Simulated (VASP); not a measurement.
# From one sheet to two: InSe monolayer

Aim: relax InSe monolayer, place its levels against the vacuum, then find how two sheets stack and bind.

Main program and level: VASP 6.6.1; PBE with D3(BJ); plane waves and PAW (In, Se), in the first sound run; inputs show where later runs differ.

## Step 1: Starting point

The cell holds 4 atoms: 2 In and 2 Se. Cell: a = 4.038 Å, b = 4.038 Å, c = 22.000 Å, α = 90.0°, β = 90.0°, γ = 120.0°. Vacuum lies along c.

## Step 2: A second relaxation

The plane waves were chosen for the start cell, so the relaxation is repeated from its end.

File INCAR:

```
SYSTEM = InSe
PREC = Normal
ENCUT = 350
EDIFF = 1E-06
NELM = 120
ISMEAR = 0
SIGMA = 0.03
LREAL = .FALSE.
ALGO = Normal
GGA = PE
IVDW = 12
NBANDS = 15
LORBIT = 11
LWAVE = .FALSE.
LCHARG = .FALSE.
KPAR = 4
IBRION = 2
NSW = 30
ISIF = 3
EDIFFG = -0.015
POTIM = 0.4
IDIPOL = 3
LDIPOL = .TRUE.
DIPOL = 0.5 0.5 0.5
LATTICE_CONSTRAINTS = .TRUE. .TRUE. .FALSE.
```

File POSCAR:

```
InSe
1.0
    4.0377204441      0.0000000000      0.0000000000
   -2.0188602220      3.4967684780      0.0000000000
    0.0000000000      0.0000000000     22.0000000000
In Se
2 2
Direct
    0.3333333333      0.6666666667      0.4366860628
    0.3333333333      0.6666666667      0.5633139372
    0.6666666667      0.3333333333      0.3773759262
    0.6666666667      0.3333333333      0.6226240738
```

File KPOINTS:

```
Automatic mesh
0
Gamma
9 9 1
0 0 0
```

Potentials, in the order of the species: In and Se (PBE family, release 64).

Launch:

```sh
mpirun -np 4 vasp_std
```

What it wrote:

```text
[banner, memory and clock lines left out]
running    4 mpi-ranks, on    1 nodes
 distrk:  each k-point on    1 cores,    4 groups
 distr:  one band on    1 cores,    1 groups

 POSCAR found type information on POSCAR InSe
 POSCAR found :  2 types and       4 ions
 LDA part: xc-table for (Slater+PW92), standard interpolation
 POSCAR, INCAR and KPOINTS ok, starting setup
 FFT: planning ... GRIDC
 FFT: planning ... GRID_SOFT
 FFT: planning ... GRID
 WAVECAR not read
 entering main loop
       N       E                     dE             d eps       ncg     rms          rms(c)
DAV:   1     0.974795638696E+02    0.97480E+02   -0.44165E+03   360   0.607E+02
DAV:   2    -0.162986023004E+01   -0.99109E+02   -0.94125E+02   559   0.127E+02
DAV:   3    -0.143736338301E+02   -0.12744E+02   -0.12618E+02   451   0.531E+01
DAV:   4    -0.147054886221E+02   -0.33185E+00   -0.33103E+00   479   0.103E+01
DAV:   5    -0.147125622906E+02   -0.70737E-02   -0.70723E-02   480   0.139E+00    0.654E+00
DAV:   6    -0.142598182785E+02    0.45274E+00   -0.66635E-01   458   0.407E+00    0.398E+00
DAV:   7    -0.142057509430E+02    0.54067E-01   -0.34832E-01   437   0.259E+00    0.863E-01
DAV:   8    -0.141989068301E+02    0.68441E-02   -0.27607E-02   486   0.924E-01    0.361E-01
DAV:   9    -0.141991127611E+02   -0.20593E-03   -0.50900E-03   479   0.431E-01    0.103E-01
DAV:  10    -0.141991821622E+02   -0.69401E-04   -0.26867E-04   569   0.774E-02    0.688E-02
DAV:  11    -0.141992449214E+02   -0.62759E-04   -0.15626E-04   451   0.671E-02    0.364E-02
DAV:  12    -0.141992622977E+02   -0.17376E-04   -0.68214E-06   444   0.142E-02    0.992E-03
DAV:  13    -0.141993298843E+02   -0.67587E-04   -0.24804E-05   444   0.202E-02    0.558E-03
DAV:  14    -0.141993490739E+02   -0.19190E-04   -0.19515E-06   440   0.559E-03    0.783E-03
DAV:  15    -0.141993888701E+02   -0.39796E-04   -0.88208E-06   437   0.105E-02    0.280E-03
DAV:  16    -0.141993934670E+02   -0.45969E-05   -0.45223E-07   425   0.308E-03    0.194E-03
DAV:  17    -0.141994010929E+02   -0.76259E-05   -0.61727E-07   355   0.296E-03    0.786E-04
DAV:  18    -0.141994056503E+02   -0.45574E-05   -0.17055E-07   369   0.179E-03    0.652E-04
DAV:  19    -0.141994135905E+02   -0.79402E-05   -0.35853E-07   299   0.172E-03    0.469E-04
DAV:  20    -0.141994157895E+02   -0.21991E-05   -0.73994E-08   369   0.789E-04    0.414E-04
DAV:  21    -0.141994168581E+02   -0.10685E-05   -0.43886E-08   327   0.586E-04    0.175E-04
DAV:  22    -0.141994171125E+02   -0.25447E-06   -0.77543E-09   362   0.292E-04
   1 F= -.15081198E+02 E0= -.15081198E+02  d E =-.150812E+02
 curvature:   0.00 expect dE= 0.000E+00 dE for cont linesearch  0.000E+00
 trial: gam= 0.00000 g(F)=  0.195E-05 g(S)=  0.122E-04 ort = 0.000E+00 (trialstep = 0.100E+01)
 search vector abs. value=  0.142E-04
 reached required accuracy - stopping structural energy minimisation
```

Elapsed: 5.2 s, on 4 MPI ranks of Intel Xeon 6975P-C (Granite Rapids), shared host; peak memory 0.81 GiB; 18 s of CPU time.

The logs omit lines about the potential files and the build; timing stands in the text.

From OUTCAR (step 2):

```text
ion  position               nearest neighbor table
   1  0.333  0.667  0.437-   3 2.67   3 2.67   3 2.67   2 2.79
   2  0.333  0.667  0.563-   4 2.67   4 2.67   4 2.67   1 2.79
   3  0.667  0.333  0.377-   1 2.67   1 2.67   1 2.67
   4  0.667  0.333  0.623-   2 2.67   2 2.67   2 2.67

  LATTYP: Found a hexagonal cell.
 ALAT       =     4.0377204441
 C/A-ratio  =     5.4486189187

 Subroutine GETGRP returns: Found 12 space group operations
 (whereof 12 operations were pure point group operations)

The static configuration has the point symmetry D_3h.

 Found     12 irreducible k-points:

   k-points           NKPTS =     12   k-points in BZ     NKDIM =     12   number of bands    NBANDS=     15

   dimension x,y,z NGX =    18 NGY =   18 NGZ =  108
   dimension x,y,z NGXF=    36 NGYF=   36 NGZF=  216

   ENCUT  =  350.0 eV  25.72 Ry    5.07 a.u.   6.16  6.16 33.56*2*pi/ulx,y,z

   NELECT =      18.0000    total number of electrons

 k-points in reciprocal lattice and weights: Automatic mesh
   0.00000000  0.00000000  0.00000000       0.012
   0.11111111 -0.00000000  0.00000000       0.074
   0.22222222  0.00000000  0.00000000       0.074
   0.33333333 -0.00000000  0.00000000       0.074
   0.44444444  0.00000000  0.00000000       0.074
   0.11111111  0.11111111  0.00000000       0.074
   0.22222222  0.11111111  0.00000000       0.148
   0.33333333  0.11111111  0.00000000       0.148
   0.44444444  0.11111111  0.00000000       0.074
   0.22222222  0.22222222  0.00000000       0.074
   0.33333333  0.22222222  0.00000000       0.148
   0.33333333  0.33333333  0.00000000       0.025

 dipolmoment           0.000000      0.000000      0.000000 electrons x Angstroem

 average (electrostatic) potential at core
       1 -44.7505       2 -44.7505       3 -60.2451       4 -60.2451

 E-fermi :  -2.7994

 k-point     1 :       0.0000    0.0000    0.0000
  band No.  band energies     occupation
    ...
      5      -3.3717      2.00000
      6      -3.3717      2.00000
      7      -3.2993      2.00000
      8      -3.2993      2.00000
      9      -3.0015      2.00000
     10      -1.3024      0.00000
     11      -0.0815      0.00000
     12       2.1366      0.00000
     13       2.1366      0.00000
     14       2.6892      0.00000
    ...

 k-point     2 :       0.1111   -0.0000    0.0000
  band No.  band energies     occupation
    ...
      5      -4.0246      2.00000
      6      -3.9111      2.00000
      7      -3.5177      2.00000
      8      -3.4284      2.00000
      9      -2.9397      2.00000
     10      -0.7411      0.00000
     11       0.5034      0.00000
     12       1.5204      0.00000
     13       2.2434      0.00000
     14       2.6986      0.00000
    ...

 k-point     3 :       0.2222    0.0000    0.0000
  band No.  band energies     occupation
    ...
      5      -5.0069      2.00000
      6      -4.5588      2.00000
      7      -3.8486      2.00000
      8      -3.7247      2.00000
      9      -2.9691      2.00000
     10      -0.1938      0.00000
     11       0.1913      0.00000
     12       1.8087      0.00000
     13       2.0843      0.00000
     14       2.3814      0.00000
    ...

 Edisp (eV)   -0.88178

  Total      -0.02514    -0.02514    -0.00531    -0.00000     0.00000     0.00000
  in kB      -0.12968    -0.12968    -0.02740    -0.00000     0.00000     0.00000
  external pressure =       -0.10 kB  Pullay stress =        0.00 kB

  energy-cutoff  :      350.00
  volume of cell :      310.62
      direct lattice vectors                 reciprocal lattice vectors
     4.037720444  0.000000000  0.000000000     0.247664496  0.142989164  0.000000000
    -2.018860222  3.496768478  0.000000000     0.000000000  0.285978327  0.000000000
     0.000000000  0.000000000 22.000000000     0.000000000  0.000000000  0.045454545

 POSITION                                       TOTAL-FORCE (eV/Angst)
 -----------------------------------------------------------------------------------
     -0.00000      2.33118      9.60709        -0.000000     -0.000000     -0.004971
     -0.00000      2.33118     12.39291        -0.000000     -0.000000      0.004971
      2.01886      1.16559      8.30227         0.000000     -0.000000      0.000773
      2.01886      1.16559     13.69773         0.000000      0.000000     -0.000773
 -----------------------------------------------------------------------------------
    total drift:                                0.000003     -0.000002      0.000000

  FREE ENERGIE OF THE ION-ELECTRON SYSTEM (eV)
  ---------------------------------------------------
  free  energy   TOTEN  =       -15.0811981785 eV

  energy  without entropy=      -15.0811981785  energy(sigma->0) =      -15.08119818

 reached required accuracy - stopping structural energy minimisation

 vacuum level on the upper side and lower side of the slab         3.029         3.029

 total charge
# of ion       s       p       d       tot
------------------------------------------
    1        1.213   1.254   0.175   2.642
    2        1.213   1.254   0.175   2.642
    3        1.473   2.328   0.018   3.819
    4        1.473   2.328   0.018   3.819
--------------------------------------------------
tot          5.372   7.164   0.386  12.921

[... 3 further parts left out ...]
```

CONTCAR:

```
InSe
   1.00000000000000
     4.0377204440999996    0.0000000000000000    0.0000000000000000
    -2.0188602219999998    3.4967684779999999    0.0000000000000000
     0.0000000000000000    0.0000000000000000   22.0000000000000000
  In              Se
     2     2
Direct
     0.3333333332999970    0.6666666667000030    0.4366860627999998
     0.3333333332999970    0.6666666667000030    0.5633139372000002
     0.6666666667000030    0.3333333332999970    0.3773759262000027
     0.6666666667000030    0.3333333332999970    0.6226240737999973
```

The gap is read on the k-mesh alone, so it is an upper bound where the band edges lie off the mesh. The data set In keeps the semicore shell frozen, which is cheaper and a little less accurate. The run keeps the 12 symmetry operations of its start, so it cannot find a distortion of lower symmetry.

Little changed from the start: no atom moved by 0.005 Å and no cell edge by 0.1 %.

Numbers from this step:

| Item | Value |
| --- | --- |
| electronic cycles | 22 |
| electrons | 18 |
| free energy (TOTEN) | -15.08 eV |
| Fermi energy | -2.799 eV |
| metallic | no |
| dipole moment | 0, 0, 0 e·Å |
| gap on the k-mesh | 1.633 eV |
| least direct gap on the k-mesh | 1.699 eV |

The start already met the threshold, so nothing moved.

(Continued in part 2 of 8.)

[Lines on the potential files, build, host, timing and source positions are cut from VASP's logs without a mark.]

[Logs are printed without paths, hosts, clocks, repeated set-up lines and the standing remarks that a program may print on its own settings, such as how far it seeks lower states.]

[Hosts, paths, dates, database ids (printed as entryN), source tags and the programs' standing remarks are cut or masked in the printed files.]

[Runs that stopped without an error message from VASP are left out.]
